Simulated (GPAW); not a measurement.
# Al (Im-3m) in GPAW: reference runs

Reference runs on Al: the cell as given and a disturbed copy.

Everything below comes from runs of GPAW 26.7.0. Logs are shortened: lines on timing, memory, paths and dates and some standing lists are left out, and cuts for length are marked. The log counts tension as positive stress, the text compression.

### Step 1. Starting point

Symmetry: Im-3m, No. 229, cubic system. The conventional cell has a = 3.182 Å, b = 3.182 Å, c = 3.182 Å, α = 90.00°, β = 90.00°, γ = 90.00°. Al (site symmetry m-3m) is surrounded by 8 Al at 2.76 Å.

This isn't the form of Al at room conditions, which is fcc.

### Step 2. Single point, PBE

run.py

```python
from ase import Atoms
from ase.dft.bandgap import bandgap
from ase.io import write
from ase.units import Bohr, GPa
from gpaw import GPAW, PW
from gpaw.elf import elf_from_dft_calculation

atoms = Atoms(['Al'],
              cell=[[-1.59121869, 1.59121869, 1.59121869],
                    [1.59121869, -1.59121869, 1.59121869],
                    [1.59121869, 1.59121869, -1.59121869]],
              scaled_positions=[[0.0, 0.0, 0.0]],
              pbc=True)

calc = GPAW(mode=PW(600),
            xc='PBE',
            kpts={'size': (12, 12, 12), 'gamma': True},
            occupations={'name': 'fermi-dirac', 'width': 0.05},
            nbands=7,
            convergence={'density': 1e-05, 'energy': 1e-05},
            maxiter=150,
            txt='gpaw.txt')
atoms.calc = calc
energy = atoms.get_potential_energy()
forces = atoms.get_forces()
stress = atoms.get_stress()
calc.write('gs.gpw')
write('result.traj', atoms)
print(f'Energy: {energy:.6f} eV')
print('Forces (eV/A):')
print(forces.round(4))
print('Stress (GPa):', (stress / GPa).round(3))
print('Fermi level:', round(calc.get_fermi_level(), 4), 'eV')
print(f'Gap: {bandgap(calc)[0]:.4f} eV, direct: {bandgap(calc, direct=True)[0]:.4f} eV')

# fields on the real-space grid
write('density.cube', atoms, data=calc.get_pseudo_density() * Bohr**3)
write('potential.cube', atoms, data=calc.get_electrostatic_potential())
write('elf.cube', atoms, data=elf_from_dft_calculation(calc).data)
```

Potentials or basis: GPAW PAW data sets (gpaw-data 1.2.1), pw.

The run is started by

```
> OMP_NUM_THREADS=1 python run.py
```

gpaw.txt:

```text
__  _  _
 | _ |_)|_||  |
 |__||  | ||/\| - 26.7.0

Input parameters:
  mode=PW(ecut=600.0),
  convergence={'density': 1e-05, 'energy': 1e-05},
  kpts=MonkhorstPack(size=(12, 12, 12), gamma=True),
  maxiter=150,
  nbands=7,
  occupations=Occupations(name='fermi-dirac', width=0.05),
  xc=XC(name='PBE')

Diagonalizing LCAO Hamiltonian
Converting LCAO to pw mode

       Al

Atoms  # Å, Bohr magnetons
|   | symbol |        x |        y |        z |    initial magnetic moments |
|---|--------|----------|----------|----------|-----------------------------|
| 0 |     Al | 0.000000 | 0.000000 | 0.000000 | ( 0.0000,  0.0000,  0.0000) |

Unit cell  # Å
| periodic |         x |         y |         z |  lengths |     angles |
|----------|-----------|-----------|-----------|----------|------------|
|      yes | -1.591219 |  1.591219 |  1.591219 | 2.756072 | 109.471221 |
|      yes |  1.591219 | -1.591219 |  1.591219 | 2.756072 | 109.471221 |
|      yes |  1.591219 |  1.591219 | -1.591219 | 2.756072 | 109.471221 |

Number of symmetries: 48
Symmetry operations  # r_c * U_cc + t_c -> r_c
|    | kind |            matrix            |
|----|------|------------------------------|
|  0 |  σ   |  1, 1, 1,  0, 0,-1,  0,-1, 0 |
|  1 |  C4  |  1, 1, 1,  0, 0,-1, -1, 0, 0 |
|  2 |  C2  |  1, 1, 1,  0,-1, 0,  0, 0,-1 |
|  3 |  S6  |  1, 1, 1,  0,-1, 0, -1, 0, 0 |
|  4 |  S6  |  1, 1, 1, -1, 0, 0,  0, 0,-1 |
|  5 |  C4  |  1, 1, 1, -1, 0, 0,  0,-1, 0 |
|  6 |  E   |  1, 0, 0,  0, 1, 0,  0, 0, 1 |
|  7 |  σ   |  1, 0, 0,  0, 1, 0, -1,-1,-1 |
|  8 |  σ   |  1, 0, 0,  0, 0, 1,  0, 1, 0 |
|  9 |  C3  |  1, 0, 0,  0, 0, 1, -1,-1,-1 |
| 10 |  C3  |  1, 0, 0, -1,-1,-1,  0, 1, 0 |
| 11 |  σ   |  1, 0, 0, -1,-1,-1,  0, 0, 1 |
| 12 |  σ   |  0, 1, 0,  1, 0, 0,  0, 0, 1 |
| 13 |  C2  |  0, 1, 0,  1, 0, 0, -1,-1,-1 |
| 14 |  C3  |  0, 1, 0,  0, 0, 1,  1, 0, 0 |
| 15 |  S4  |  0, 1, 0,  0, 0, 1, -1,-1,-1 |
| 16 |  S4  |  0, 1, 0, -1,-1,-1,  1, 0, 0 |
| 17 |  C3  |  0, 1, 0, -1,-1,-1,  0, 0, 1 |
| 18 |  C3  |  0, 0, 1,  1, 0, 0,  0, 1, 0 |
| 19 |  S4  |  0, 0, 1,  1, 0, 0, -1,-1,-1 |
| 20 |  σ   |  0, 0, 1,  0, 1, 0,  1, 0, 0 |
| 21 |  C3  |  0, 0, 1,  0, 1, 0, -1,-1,-1 |
| 22 |  C2  |  0, 0, 1, -1,-1,-1,  1, 0, 0 |
| 23 |  S4  |  0, 0, 1, -1,-1,-1,  0, 1, 0 |
| 24 |  C4  |  0, 0,-1,  1, 1, 1,  0,-1, 0 |
| 25 |  σ   |  0, 0,-1,  1, 1, 1, -1, 0, 0 |
| 26 |  S6  |  0, 0,-1,  0,-1, 0,  1, 1, 1 |
| 27 |  C2  |  0, 0,-1,  0,-1, 0, -1, 0, 0 |
| 28 |  C4  |  0, 0,-1, -1, 0, 0,  1, 1, 1 |
| 29 |  S6  |  0, 0,-1, -1, 0, 0,  0,-1, 0 |
| 30 |  S6  |  0,-1, 0,  1, 1, 1,  0, 0,-1 |
| 31 |  C4  |  0,-1, 0,  1, 1, 1, -1, 0, 0 |
| 32 |  C4  |  0,-1, 0,  0, 0,-1,  1, 1, 1 |
| 33 |  S6  |  0,-1, 0,  0, 0,-1, -1, 0, 0 |
| 34 |  σ   |  0,-1, 0, -1, 0, 0,  1, 1, 1 |
| 35 |  C2  |  0,-1, 0, -1, 0, 0,  0, 0,-1 |
| 36 |  C2  | -1, 0, 0,  1, 1, 1,  0, 0,-1 |
| 37 |  S6  | -1, 0, 0,  1, 1, 1,  0,-1, 0 |
| 38 |  S6  | -1, 0, 0,  0, 0,-1,  1, 1, 1 |
| 39 |  C2  | -1, 0, 0,  0, 0,-1,  0,-1, 0 |
| 40 |  C2  | -1, 0, 0,  0,-1, 0,  1, 1, 1 |
| 41 |  i   | -1, 0, 0,  0,-1, 0,  0, 0,-1 |
| 42 |  S4  | -1,-1,-1,  1, 0, 0,  0, 1, 0 |
| 43 |  C3  | -1,-1,-1,  1, 0, 0,  0, 0, 1 |
| 44 |  C3  | -1,-1,-1,  0, 1, 0,  1, 0, 0 |
| 45 |  σ   | -1,-1,-1,  0, 1, 0,  0, 0, 1 |
| 46 |  S4  | -1,-1,-1,  0, 0, 1,  1, 0, 0 |
| 47 |  C2  | -1,-1,-1,  0, 0, 1,  0, 1, 0 |

BZ-sampling:
  Number of BZ points: 1728
  Number of IBZ points: 72

  Monkhorst-Pack size: [12, 12, 12]
  Monkhorst-Pack shift: [0.041666666666666664, 0.041666666666666664, 0.041666666666666664]

K-points  # in reciprocal-cell coordinates
|     |                                coordinates |     weight |
|-----|--------------------------------------------|------------|
|   0 | ( -0.00000000,  -0.00000000,  -0.00000000) | 0.00057870 |
|   1 | (  0.08333333,  -0.00000000,  -0.00000000) | 0.00694444 |
|   2 | (  0.08333333,   0.08333333,  -0.08333333) | 0.00347222 |
|   3 | (  0.16666667,  -0.00000000,  -0.08333333) | 0.01388889 |
|   4 | (  0.16666667,  -0.00000000,  -0.00000000) | 0.00694444 |
|   5 | (  0.16666667,   0.08333333,  -0.08333333) | 0.01388889 |
|   6 | (  0.16666667,   0.16666667,  -0.16666667) | 0.00347222 |
|   7 | (  0.25000000,  -0.08333333,  -0.08333333) | 0.00462963 |
|   8 | (  0.25000000,  -0.00000000,  -0.08333333) | 0.02777778 |
|   9 | (  0.25000000,  -0.00000000,  -0.00000000) | 0.00694444 |
| ... |                                            |            |
|  71 | (  0.50000000,   0.50000000,   0.50000000) | 0.00057870 |

Plane wave coefficients: 555
Cutoff: 600.0 eV

Spin-components: 1 (collinear spins)
Bands:           7
Projectors:      5
Spin-degeneracy: 2
Datatype:        complex128

Density:
  Valence electrons: 3.0
  Components: 1
  Grid points: [16 16 16]
  Charge: 0.0  # |e|

Potential:
  Grid points: [16 16 16]

species:
  Al:
    name:    Aluminium
    Z:       13.0
    valence: 3
    core:    10
    charge:  0.0  # [|e|]
    compensation charges:
      type: gauss
      rc: 0.34  # [Å]
      lmax: 2
    cutoffs:
      filter: 1.91  # [Å]
      core: 2.36  # [Å]
    projectors
    | kind |    occ | energy [eV] | rcut [Å] |
    |------|--------|-------------|----------|
    |   3s |  2.000 |      -7.753 |    1.085 |
    |   3p |  1.000 |      -2.712 |    1.085 |
    |    s |        |      19.459 |    1.085 |
    |    p |        |      24.499 |    1.085 |
    |    d |        |       0.000 |    1.085 |

    Using partial waves for Al as LCAO basis

Reference energy: -6603.423265  # eV

eigensolver:
  PPCG
  Converge bands: occupied
  niter=2

density mixing:
  MSR1-Mixer
  Pratt-step length: 0.05
  Maximum mixing coefficient: 0.75
  Old densities: 10
  SVD Regularization: 0.005
  Good broyden scale: 1.0
  Trust region scale: 1.0
  Backstep threshold: 4.0
  History deletion threshold: 6.0
  Fourier metric: weight=20.0, sigma=0.015

occupation numbers:
  Fermi-Dirac:
    width: 0.0500  # eV

poisson solver:
  ecut: 4800.0  # eV

xc functional:
  name: PBE with 2 nearest neighbor stencil

convergence criteria:
- Maximum integral of absolute [dens]ity change: 1e-05 electrons / valence electron
- Maximum [total energy] change in last 3 cyles: 1e-05 eV / valence electron
- Maximum integral of absolute [eigenst]ate change: 4e-08 eV^2 / valence electron
maximum number of iterations: 150

SCF iterations
|iter     | |      energy | eigst |  dens |
|---------|-|-------------|-------|-------|
|iter:   1| |   -3.627940 | -0.21 |       |
|iter:   2| |   -3.627995 | -3.37 | -0.99 |
|iter:   3| |   -3.626165 | -3.30 | -1.01 |
|iter:   4| |   -3.626574 | -3.92 | -1.58 |
|iter:   5| |   -3.626595 | -5.88 | -2.83 |
|iter:   6| |   -3.626599c| -6.34 | -3.22 |
|iter:   7| |   -3.626599c| -8.46c| -4.82 |
|iter:   8| |   -3.626599c| -9.17c| -5.30c|

Converged in 8 steps
Energy contributions relative to reference atoms: (reference = -6603.423265)

Energy contributions:
  Kinetic:           5.088989
  Coulomb:          -2.857486
  Zero:             -0.007547
  External:          0.000000
  Xc:               -5.848495
  Entropy:          -0.004120
  Spinorbit:         0.000000
  ----------------------------
  Free energy:      -3.628659
  Extrapolated:     -3.626599

dipole moment: (-2.731568, -2.731568, -2.731568)  # |e|*Ang

Fermi level: 7.376
Eigenvalues  # (at kpt = [-0.000, -0.000, -0.000])
| band index |      eig [eV] | occ [0-2] |
|------------|---------------|-----------|
|          0 |        -3.909 |     2.000 |
|          1 |        20.819 |     0.000 |
|          2 |        20.819 |     0.000 |
|          3 |        20.820 |     0.000 |
|          4 |        22.448 |     0.000 |
|          5 |        22.448 |     0.000 |
|          6 |        22.448 |     0.000 |

No gap
No difference between direct/indirect transitions

Forces  # eV/Ang
|       x |       y |        z |
|---------|---------|----------|
| 0.00000 | 0.00000 | -0.00000 |  # Al   0

Stress tensor  # eV/Ang^3
|         x |         y |         z |
|-----------|-----------|-----------|
| -0.024899 |  0.000000 |  0.000000 |
|  0.000000 | -0.024899 | -0.000000 |
|  0.000000 | -0.000000 | -0.024899 |

# Writing to gs.gpw (mode='')
```

It took 5.9 s on 1 thread of Arm Neoverse V1, shared host; peak memory 0.13 GiB.

Results:

```yaml
Free_energy: -3.6287 eV
Pressure: 4.0 GPa
Band_gap_on_the_k_mesh: none (metal or under the smearing width)
```

Levels at points of the mesh, in eV from the Fermi level:
| k point | band 1 | band 2 | band 3 | band 4 |
| --- | --- | --- | --- | --- |
| (0.00, 0.00, 0.00) | -11.28 | 13.44 | 13.44 | 13.44 |
| (0.50, 0.50, 0.00) | -4.40 | -3.87 | 8.34 | 8.37 |
| (0.50, 0.50, 0.50) | 1.93 | 1.93 | 1.93 | 2.96 |

### Step 3. Single point, PBE (cell strained at random at fixed volume)

run.py

```python
from ase import Atoms
from ase.dft.bandgap import bandgap
from ase.io import write
from ase.units import GPa
from gpaw import GPAW, PW

atoms = Atoms(['Al'],
              cell=[[-1.69895, 1.564306, 1.600798],
                    [1.630953, -1.582909, 1.551404],
                    [1.660366, 1.544325, -1.619401]],
              scaled_positions=[[-0.000693, 0.012387, 0.005849]],
              pbc=True)

calc = GPAW(mode=PW(600),
            xc='PBE',
            kpts={'size': (12, 12, 12), 'gamma': True},
            occupations={'name': 'fermi-dirac', 'width': 0.05},
            nbands=7,
            convergence={'density': 1e-05, 'energy': 1e-05},
            maxiter=150,
            txt='gpaw.txt')
atoms.calc = calc
energy = atoms.get_potential_energy()
forces = atoms.get_forces()
stress = atoms.get_stress()
calc.write('gs.gpw')
write('result.traj', atoms)
print(f'Energy: {energy:.6f} eV')
print('Forces (eV/A):')
print(forces.round(4))
print('Stress (GPa):', (stress / GPa).round(3))
print('Fermi level:', round(calc.get_fermi_level(), 4), 'eV')
print(f'Gap: {bandgap(calc)[0]:.4f} eV, direct: {bandgap(calc, direct=True)[0]:.4f} eV')
```

Potentials or basis: GPAW PAW data sets (gpaw-data 1.2.1), pw.

The run is started by

```
> OMP_NUM_THREADS=1 python run.py
```

It took 49 s on 1 thread of Arm Neoverse V1, shared host; peak memory 0.25 GiB.

Results (log left out):

```
Free energy            : -3.6271 eV
Pressure               : 4.1 GPa
Band gap on the k mesh : none (metal or under the smearing width)
```

Stress tensor (GPa, compression positive):
```
5.22 0.48 1.43
0.48 3.52 0.59
1.43 0.59 3.56
```

Levels at points of the mesh, in eV from the Fermi level:
```
           k point  band 1  band 2  band 3  band 4
(0.00, 0.00, 0.00)  -11.30   12.67   13.11   14.00
(0.00, 0.00, 0.50)   -4.34   -3.72    8.28    8.46
(0.00, 0.50, 0.00)   -4.32   -3.69    8.44    8.76
(0.00, 0.50, 0.50)   -4.29   -3.68    7.45    7.54
(0.50, 0.00, 0.00)   -4.17   -3.43    7.62    7.62
(0.50, 0.00, 0.50)   -4.70   -4.49    8.90    9.12
(0.50, 0.50, 0.00)   -4.56   -4.18    8.49    8.52
(0.50, 0.50, 0.50)    0.98    2.25    2.53    2.62
```
